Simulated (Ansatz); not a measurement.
## CuCl: single point with Ansatz

System: CuCl (zinc blende type), 2 atoms in the cell.

Ansatz input (lattice in Å, positions in fractions of it)
```yaml
crystal:
  lattice:
    - [0, 2.71, 2.71]
    - [2.71, 0, 2.71]
    - [2.71, 2.71, 0]
  atoms:
    - { symbol: Cu, position: [0, 0, 0] }
    - { symbol: Cl, position: [0.25, 0.25, 0.25] }
kpoints:
  mp_grid: { grid: [6, 6, 6] }
hamiltonian:
  xc: hse06
  pseudopotentials: { kind: paw, source: ansatz }
scf:
  occupations: { method: fermi_dirac, width: 0.02 }
  convergence: { dr2_threshold: "1e-10 eV" }
  exx: { energy_threshold: "2e-8 eV", singularity: regularized }
  n_bands: 29
output:
  forces: true
  stress: true
  eigenvalues: true
```

All numbers below come from HSE06, plane waves, PAW datasets (earlier set, tuned by hand) in Ansatz 0.2.0 development build.

Results

```yaml
Plane-wave_cutoff_used: 700 eV
Pressure: 7.8 kbar
Valence_electrons: 26
Irreducible_k-points: 16
CPU_time: of the order of 4 core-minutes on a shared host
```

Stress tensor in GPa, compression positive:
```
0.78 0.00 0.00
0.00 0.78 0.00
0.00 0.00 0.78
```

The stress includes the program's correction for the finite plane-wave basis.
